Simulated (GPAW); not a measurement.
# Se (P3_121) in GPAW: single point with PBE

Aim: the single point of Se with PBE.

All numbers are computed with GPAW 26.7.0; they aren't measurements. Logs are shortened: lines on timing, memory, paths and dates and some standing lists are left out, and cuts for length are marked. The log counts tension as positive stress, the text compression.

## Step 1: Starting point

Symmetry: P3_121, No. 152, trigonal system. The conventional cell has a = 4.366 Å, b = 4.366 Å, c = 4.954 Å, α = 90.00°, β = 90.00°, γ = 120.00°. Se (site symmetry 2) is surrounded by 2 Se at 2.37 Å.

## Step 2: Single point, PBE

File Se.xyz:

```xyz
3
Lattice="4.3662000000 0.0000000000 0.0000000000 -2.1831000000 3.7812401180 0.0000000000 0.0000000000 0.0000000000 4.9536000000" Properties=species:S:1:pos:R:3 pbc="T T T"
Se     1.6910292600      2.9289485954      0.0000000000
Se    -0.4920707400      0.8522915226      3.3024000002
Se     0.9841414800      0.0000000000      1.6511999998
```

Potentials or basis: GPAW PAW data sets (gpaw-data 1.2.1), pw.

Command:

```
$ OMP_NUM_THREADS=1 gpaw run Se.xyz -p 'mode=PW(600),xc=PBE,kpts={size:(7,7,6),gamma:True},occupations={name:fermi-dirac,width:0.05},nbands=19,convergence={density:1e-05,energy:1e-05},maxiter=150,txt=gpaw.txt' --properties efs -w gs.gpw
```

Log:

```text
__  _  _
 | _ |_)|_||  |
 |__||  | ||/\| - 26.7.0

Input parameters:
  mode=PW(ecut=600.0),
  convergence={'density': 1e-05, 'energy': 1e-05},
  kpts=MonkhorstPack(size=[7, 7, 6], gamma=True),
  maxiter=150,
  nbands=19,
  occupations=Occupations(name='fermi-dirac', width=0.05),
  xc=XC(name='PBE')

Diagonalizing LCAO Hamiltonian
Converting LCAO to pw mode

       Se

           Se
              Se

Atoms  # Å, Bohr magnetons
|   | symbol |         x |        y |        z |    initial magnetic moments |
|---|--------|-----------|----------|----------|-----------------------------|
| 0 |     Se |  1.691029 | 2.928949 | 0.000000 | ( 0.0000,  0.0000,  0.0000) |
| 1 |     Se | -0.492071 | 0.852292 | 3.302400 | ( 0.0000,  0.0000,  0.0000) |
| 2 |     Se |  0.984141 | 0.000000 | 1.651200 | ( 0.0000,  0.0000,  0.0000) |

Unit cell  # Å
| periodic |         x |        y |        z |  lengths |     angles |
|----------|-----------|----------|----------|----------|------------|
|      yes |  4.366200 | 0.000000 | 0.000000 | 4.366200 |  90.000000 |
|      yes | -2.183100 | 3.781240 | 0.000000 | 4.366200 |  90.000000 |
|      yes |  0.000000 | 0.000000 | 4.953600 | 4.953600 | 120.000000 |

Number of symmetries: 2
Symmetry operations  # r_c * U_cc + t_c -> r_c
|   | kind |            matrix            |
|---|------|------------------------------|
| 0 |  E   |  1, 0, 0,  0, 1, 0,  0, 0, 1 |
| 1 |  C2  |  0, 1, 0,  1, 0, 0,  0, 0,-1 |

BZ-sampling:
  Number of BZ points: 294
  Number of IBZ points: 88

  Monkhorst-Pack size: [7, 7, 6]
  Monkhorst-Pack shift: [0.0, 0.0, 0.08333333333333333]

K-points  # in reciprocal-cell coordinates
|     |                                coordinates |     weight |
|-----|--------------------------------------------|------------|
|   0 | (  0.00000000,   0.00000000,   0.00000000) | 0.00340136 |
|   1 | (  0.00000000,   0.00000000,   0.16666667) | 0.00680272 |
|   2 | (  0.00000000,   0.00000000,   0.33333333) | 0.00680272 |
|   3 | (  0.00000000,   0.00000000,   0.50000000) | 0.00340136 |
|   4 | (  0.14285714,  -0.14285714,  -0.33333333) | 0.00680272 |
|   5 | (  0.14285714,  -0.14285714,  -0.16666667) | 0.00680272 |
|   6 | (  0.14285714,  -0.14285714,   0.00000000) | 0.00680272 |
|   7 | (  0.14285714,  -0.14285714,   0.16666667) | 0.00680272 |
|   8 | (  0.14285714,  -0.14285714,   0.33333333) | 0.00680272 |
|   9 | (  0.14285714,  -0.14285714,   0.50000000) | 0.00680272 |
| ... |                                            |            |
|  87 | (  0.42857143,   0.42857143,   0.50000000) | 0.00680272 |

Plane wave coefficients: 2756
Cutoff: 600.0 eV

Spin-components: 1 (collinear spins)
Bands:           19
Projectors:      15
Spin-degeneracy: 2
Datatype:        complex128

Density:
  Valence electrons: 18.0
  Components: 1
  Grid points: [25 25 28]
  Charge: 0.0  # |e|

Potential:
  Grid points: [25 25 28]

species:
  Se:
    name:    Selenium
    Z:       34.0
    valence: 6
    core:    28
    charge:  0.0  # [|e|]
    compensation charges:
      type: gauss
      rc: 0.27  # [Å]
      lmax: 2
    cutoffs:
      filter: 1.77  # [Å]
      core: 2.67  # [Å]
    projectors
    | kind |    occ | energy [eV] | rcut [Å] |
    |------|--------|-------------|----------|
    |   4s |  2.000 |     -17.277 |    0.847 |
    |   4p |  4.000 |      -6.512 |    1.005 |
    |    s |        |       9.935 |    0.847 |
    |    p |        |      20.699 |    1.005 |
    |    d |        |       0.000 |    0.847 |

    Using partial waves for Se as LCAO basis

Reference energy: -198310.596392  # eV

eigensolver:
  PPCG
  Converge bands: occupied
  niter=2

density mixing:
  MSR1-Mixer
  Pratt-step length: 0.05
  Maximum mixing coefficient: 0.75
  Old densities: 10
  SVD Regularization: 0.005
  Good broyden scale: 1.0
  Trust region scale: 1.0
  Backstep threshold: 4.0
  History deletion threshold: 6.0
  Fourier metric: weight=20.0, sigma=0.015

occupation numbers:
  Fermi-Dirac:
    width: 0.0500  # eV

poisson solver:
  ecut: 4800.0  # eV

xc functional:
  name: PBE with 2 nearest neighbor stencil

convergence criteria:
- Maximum integral of absolute [dens]ity change: 1e-05 electrons / valence electron
- Maximum [total energy] change in last 3 cyles: 1e-05 eV / valence electron
- Maximum integral of absolute [eigenst]ate change: 4e-08 eV^2 / valence electron
maximum number of iterations: 150

SCF iterations
|iter     | |      energy | eigst |  dens |
|---------|-|-------------|-------|-------|
|iter:   1| |  -10.497211 | -0.33 |       |
|iter:   2| |  -10.496087 | -2.26 | -1.12 |
|iter:   3| |  -10.431222 | -2.76 | -1.14 |
|iter:   4| |  -10.428203 | -3.55 | -1.69 |
|iter:   5| |  -10.428359 | -4.74 | -2.58 |
|iter:   6| |  -10.428406 | -5.81 | -2.99 |
|iter:   7| |  -10.428408c| -6.86 | -3.69 |
|iter:   8| |  -10.428408c| -7.70c| -4.04 |
|iter:   9| |  -10.428408c| -8.13c| -4.75 |
|iter:  10| |  -10.428408c| -8.36c| -5.13c|

Converged in 10 steps
Energy contributions relative to reference atoms: (reference = -198310.596392)

Energy contributions:
  Kinetic:          19.758511
  Coulomb:         -19.263246
  Zero:             -0.021594
  External:          0.000000
  Xc:              -10.902079
  Entropy:          -0.000000
  Spinorbit:         0.000000
  ----------------------------
  Free energy:     -10.428408
  Extrapolated:    -10.428408

dipole moment: (-8.038328, -13.922793, -18.239505)  # |e|*Ang

Fermi level: 5.077
Eigenvalues  # (at kpt = [0.000, 0.000, 0.000])
| band index |      eig [eV] | occ [0-2] |
|------------|---------------|-----------|
|          0 |       -11.373 |     2.000 |
|          1 |        -7.250 |     2.000 |
|          2 |        -7.250 |     2.000 |
|          3 |         0.637 |     2.000 |
|          4 |         0.637 |     2.000 |
|          5 |         0.716 |     2.000 |
[... 9 lines left out ...]
|         15 |        12.895 |     0.000 |
|         16 |        13.192 |     0.000 |
|        ... |               |           |
|         18 |        13.247 |     0.000 |

Gap: 1.212 eV
Transition (v -> c):
  (s=0, k=77, n=8, [0.43, 0.14, 0.50]) -> (s=0, k=3, n=9, [0.00, 0.00, 0.50])
Direct/indirect transitions are different
Direct gap: 1.469 eV
Transition at: (s=0, k=77, n=8, [0.43, 0.14, 0.50])

Forces  # eV/Ang
|        x |        y |        z |
|----------|----------|----------|
| -0.20997 | -0.36369 |  0.00000 |  # Se   0
| -0.20996 |  0.36367 |  0.00002 |  # Se   1
|  0.41993 |  0.00000 | -0.00002 |  # Se   2

Stress tensor  # eV/Ang^3
|         x |         y |         z |
|-----------|-----------|-----------|
| -0.013808 |  0.000000 |  0.000000 |
|  0.000000 | -0.013808 | -0.000000 |
|  0.000000 | -0.000000 | -0.025035 |

# Writing to gs.gpw (mode='')
```

Run time: 94 s. Hardware: 1 thread of Intel Xeon Platinum 8259CL at 2.50GHz (Skylake/Cascade Lake), shared host; peak memory 0.26 GiB.

What came out:

| Item | Value |
| --- | --- |
| Free energy | -10.4284 eV |
| Pressure | 2.8 GPa |
| Largest force | 0.420 eV/Å |
| Band gap on the k mesh | 1.21 eV, indirect (least direct gap 1.47 eV) |

Forces on the atoms (eV/Å):
```
Se  -0.210 -0.364  0.000
Se  -0.210  0.364  0.000
Se   0.420  0.000  0.000
```

Stress tensor (GPa, compression positive):
```
2.21 0.00 0.00
0.00 2.21 0.00
0.00 0.00 4.01
```

Caveat: an odd mesh through Γ misses points on the zone boundary, where band edges often lie.

## Step 3: For comparison

An earlier run on the cell as given: functional PBE; potentials or basis GPAW PAW data sets (gpaw-data 1.2.1); cutoff 600 eV; basis pw; k mesh 7 × 7 × 6; occupations fermi-dirac, width 0.05 eV; no spin polarisation.

* Pressure: 2.8 GPa
* Largest force: 0.420 eV/Å
* Band gap on the k mesh: 1.21 eV, indirect (least direct gap 1.47 eV)
